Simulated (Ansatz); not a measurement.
Runs of Ansatz 0.2.0 on MnO. The structure is cubic, space group Fm-3m (No. 225). The conventional cell has a = 4.448 Å, b = 4.448 Å, c = 4.448 Å, α = 90.00°, β = 90.00°, γ = 90.00°. Around Mn (site symmetry m-3m) lie 6 O at 2.22 Å. Around O (site symmetry m-3m) lie 6 Mn at 2.22 Å. The cell is a database's computed one.

```csv
task,level,cell,cutoff (eV),smearing,gap on the mesh (eV),pressure (GPa),moment (μB)
single point,PBE,as given,324,gaussian 0.015 eV,none,0.2,4.80
single point,PBE,as given,324,gaussian 0.029 eV,none,0.2,4.80
relaxation of cell and atoms,revPBE+D4,relaxed,-,fermi-dirac 0.05 eV,-,0.0,4.80
single point,PBE,as given,324,gaussian 0.022 eV,none,0.2,4.80
single point,PBEsol,as given,324,gaussian 0.1 eV,none,-7.0,(a)
```

Alike in all rows: potentials or basis all-electron LAPW, scalar-relativistic; spin collinear, ferromagnetic start; k mesh 10 × 10 × 10; basis error allowed 0.001 eV/atom.

Q: Estimate the missing entries.

A: (a) 4.78.

Caveats: a cell with one magnetic atom can't hold antiferromagnetic order, which such compounds often take; semilocal functionals often make such compounds metallic where correlation or magnetic order opens a gap, which also shifts bond lengths (some runs).

A gap of «none» marks a metal or a gap under the smearing width.
